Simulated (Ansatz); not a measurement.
**Levels of theory for BN (rocksalt)**

All numbers come from the plane-wave code Ansatz. (Calculated; spin-unpolarised; the phase may be known or hypothetical.)

The cell is BN (rocksalt); cell and atoms were relaxed with r2SCAN. Space group Fm-3m (No. 225), cubic; conventional cell a = 3.492 Å, 5.32 Å³ an atom. Around B lie 6 N at 1.75 Å; around N lie 6 B at 1.75 Å.

```cif
data_structure
_symmetry_space_group_name_H-M 'P 1'
_symmetry_Int_Tables_number 1
_cell_length_a 2.4690
_cell_length_b 2.4690
_cell_length_c 2.4690
_cell_angle_alpha 60.000
_cell_angle_beta 60.000
_cell_angle_gamma 60.000
_cell_volume 10.64
loop_
_atom_site_label
_atom_site_type_symbol
_atom_site_fract_x
_atom_site_fract_y
_atom_site_fract_z
_atom_site_occupancy
B1 B 0.00000 0.00000 0.00000 1
N1 N 0.50000 0.50000 0.50000 1
```

Band edges at fixed r2SCAN geometry:
```tsv
level	k mesh	gap (eV)	kind	edges	least direct gap (eV)
LDA	12×12×12	1.36	indirect	K–Γ (0.55) → X	5.74
PBE	12×12×12	1.20	indirect	K–Γ (0.56) → X	5.86
r2SCAN	12×12×12	1.34	indirect	K–Γ (0.56) → X	6.54
HSE06	8×8×8	2.18	indirect	K–Γ (0.55) → X	7.25
DDH-PBE0	8×8×8	1.98	indirect	K–Γ (0.55) → X	6.83
PBE0	8×8×8	2.92	indirect	K–Γ (0.55) → X	7.98
r2SCAN0	8×8×8	3.02	indirect	K–Γ (0.55) → X	8.44
Hartree-Fock	8×8×8	8.98	indirect	K–Γ (0.55) → X	15.08
G0W0@PBE (31 empty bands, 120 eV, 8×8×8)	8×8×8	1.69	–	(0, 1/8, -1/4) → X (mesh)	–
G0W0@PBE (78 empty bands, 220 eV, 8×8×8)	8×8×8	1.83	–	(0, 1/8, -1/4) → X (mesh)	–
```
PBE: smearing of 0.02 eV; the others have fixed occupations.
Wave cutoffs: 420 eV, 500 eV (r2SCAN, r2SCAN0).
Points off the special ones are mesh points or PBE's searched band edges, reused at the other levels.
The G0W0 gap is PBE's gap over the path plus the quasiparticle shift read on the mesh. No extrapolation in bands, cutoff or mesh was made for G0W0.

The HSE06 gap is indirect, 2.18 eV (K–Γ (0.55 of the way from K) to X), below the direct gap of 7.25 eV at L.

Taking G0W0@PBE (78 empty bands, 220 eV, 8×8×8), PBE's least gap plus the shift on the mesh, where the gap is 1.96 eV, 1.83 eV, as the yardstick (a computed one, not at the basis limit), DDH-PBE0 comes nearest, +0.15 eV off. The others: HSE06 +0.35, LDA -0.47, r2SCAN -0.49, PBE -0.63, PBE0 +1.09, r2SCAN0 +1.19, Hartree-Fock +7.15 eV. The yardstick still moved by +0.13 eV in its last step of bands and cutoff, so this order can change. r2SCAN covers 14 % of the step from PBE to HSE06. All these functionals give a gap of the same kind, indirect.

r2SCAN (ground state on 10×10×10): ε∞: 8.05 in all directions. Born charges, averaged over directions: B +3.89, N -3.89 e. PBE (ground state on 10×10×10): The clamped-ion dielectric constant comes out as 8.61 in all directions. Born charges, averaged over directions: B +3.88, N -3.88 e.

On the PBEsol cell (a = 3.483 Å), with PBEsol: One optical level at Γ is imaginary (687i cm⁻¹, printed negative), so this structure is unstable at this level. The program warns that the force constants, and all that is formed from them, aren't settled on this k mesh. The electronic dielectric tensor ε∞ is 8.56 in all directions. Born charges, averaged over directions: B +3.84, N -3.84 e.

The meshes of the hybrids are coarse, so their gaps aren't converged to the digits shown.

PBE's least gap lies off this mesh and is smaller, so the gaps on the mesh aren't the band edges.
